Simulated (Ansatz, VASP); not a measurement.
**Two plane-wave programs on Br**

File POSCAR:

```
Br
1.0
    3.5561452287     -2.1274589715      0.0000000000
    3.5561452287      2.1274589715      0.0000000000
    0.0000000000      0.0000000000      8.7699810166
Br
4
Direct
    0.8608174711      0.1391825289      0.1157818195
    0.6391825289      0.3608174711      0.6157818195
    0.1391825289      0.8608174711      0.8842181805
    0.3608174711      0.6391825289      0.3842181805
```

Contents of INCAR.step1:

```
PREC = Accurate ; ENCUT = 520
ISMEAR = -1 ; SIGMA = 0.05
LREAL = F ; LASPH = T
NELM = 80 ; NBANDS = 22
GGA = PE ; ALGO = Normal
EDIFF = 1E-4 ; LWAVE = T
LCHARG = F
```

Contents of INCAR.step2:

```
PREC = Accurate ; ENCUT = 520
EDIFF = 1E-7 ; ISMEAR = -1
SIGMA = 0.05 ; LREAL = F
LASPH = T ; NELM = 80
ALGO = Normal ; ISIF = 2
LWAVE = F ; LCHARG = F
METAGGA = R2SCAN ; LMIXTAU = T
NBANDS = 22 ; ISTART = 1
```

The input KPOINTS:

```
Automatic mesh
0
Gamma
  2 2 1
```

Input for Ansatz:

```yaml
crystal:
  lattice:
    - [3.5561452287, -2.1274589715, 0.0]
    - [3.5561452287, 2.1274589715, 0.0]
    - [0.0, 0.0, 8.7699810166]
  atoms:
    - { symbol: Br, position: [0.8608174711, 0.1391825289, 0.1157818195] }
    - { symbol: Br, position: [0.6391825289, 0.3608174711, 0.6157818195] }
    - { symbol: Br, position: [0.1391825289, 0.8608174711, 0.8842181805] }
    - { symbol: Br, position: [0.3608174711, 0.6391825289, 0.3842181805] }
hamiltonian:
  xc: r2scan
  pseudopotentials:
    kind: paw
    azcp:
      Br: "pseudopotentials/Br.paw.azcp"
basis:
  ecutwfc: 500
  fft_grid_basis: typed
kpoints:
  mp_grid: { grid: [2, 2, 1], shift: [0, 0, 0] }
magnetization:
  spin_polarized: false
scf:
  occupations: { method: fermi_dirac, width: 0.05 }
  lower_state_search: "off"
output:
  stress: true
  write_density: true
  write_potential: true
  elf: true
  volumetric_format: npy
```

Alike in both runs: task single point; functional r2SCAN; k mesh 2 × 2 × 1; occupations fermi-dirac, width 0.05 eV; no spin polarisation.

|  | VASP | Ansatz |
| --- | --- | --- |
| version | VASP 6.6.1 | Ansatz 0.2.0 |
| potentials or method | VASP PAW PBE potentials, release 64 (Br) | plane waves (500 eV) with PAW, scalar-relativistic |
| plane-wave cutoff (eV) | 520 | 500 |
| valence electrons in the cell | 28 | 28 |

|  | VASP | Ansatz | Ansatz less VASP |
| --- | --- | --- | --- |
| pressure (GPa) | -0.4 | -0.4 | +0.03 |
| largest component of the traceless stress (GPa) | 2.12 | 2.10 | -0.019 |

The functional is the same, so the differences come from potentials, cutoffs and numerics.

Caveats: the k mesh is coarse (spacing up to 0.86 Å⁻¹), so the values aren't converged; the PAW data sets were made with another functional, which shifts forces and pressure a little (VASP); an odd mesh through Γ misses points on the zone boundary, where band edges often lie. r2SCAN opens gaps a little over a GGA but as a rule still falls short of measured ones.
